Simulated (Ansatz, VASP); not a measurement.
## One calculation of AlN, two programs

The input INCAR:

```
SYSTEM = AlN
ALGO = Normal
EDIFF = 1E-6
ENCUT = 520
GGA = PE
ISIF = 2
ISMEAR = 0
LASPH = .TRUE.
LCHARG = .FALSE.
LREAL = .FALSE.
LWAVE = .FALSE.
NBANDS = 11
NELM = 80
PREC = Accurate
SIGMA = 0.02
```

File KPOINTS:

```
k-points
0
G
  10 10 10
  0 0 0
```

POSCAR

```
AlN
1.0
    0.0000000000      2.1839935600      2.1839935600
    2.1839935600      0.0000000000      2.1839935600
    2.1839935600      2.1839935600      0.0000000000
Al N
1 1
Direct
    0.0000000000      0.0000000000      0.0000000000
    0.7500000000      0.7500000000      0.7500000000
```

input.yaml

```yaml
crystal:
  lattice:
    - [0.0, 2.18399356, 2.18399356]
    - [2.18399356, 0.0, 2.18399356]
    - [2.18399356, 2.18399356, 0.0]
  atoms:
    - { symbol: Al, position: [0.0, 0.0, 0.0] }
    - { symbol: "N", position: [0.75, 0.75, 0.75] }
kpoints:
  mp_grid: { grid: [10, 10, 10] }
scf:
  occupations: { method: gaussian, width: 0.02 }
hamiltonian:
  xc: pbe
  pseudopotentials: { kind: all_electron, lapw: { basis_error: 0.001 } }
output:
  forces: true
  stress: true
  eigenvalues: true
```

Alike in both runs: task single point; functional PBE; k mesh 10 × 10 × 10; occupations gaussian, width 0.02 eV; no spin polarisation.

|  | VASP | Ansatz |
| --- | --- | --- |
| version | VASP 6.6.1 | Ansatz 0.2.0 |
| potentials or method | VASP PAW PBE potentials, release 64 (Al, N) | all-electron LAPW, scalar-relativistic |
| plane-wave cutoff (eV) | 520 | see its input |

Ansatz gave:

- gap on the k mesh at the Fermi level (eV): 3.32
- least direct gap on the mesh (eV): 4.19
- pressure (GPa): 4.8

Question: Estimate VASP's values.

Answer: gap on the k mesh at the Fermi level (eV): 3.32; least direct gap on the mesh (eV): 4.20; pressure (GPa): 4.6.

Ansatz ran all-electron here, so the differences hold the error of VASP's frozen core and of both bases.

A k mesh can miss the band edges.
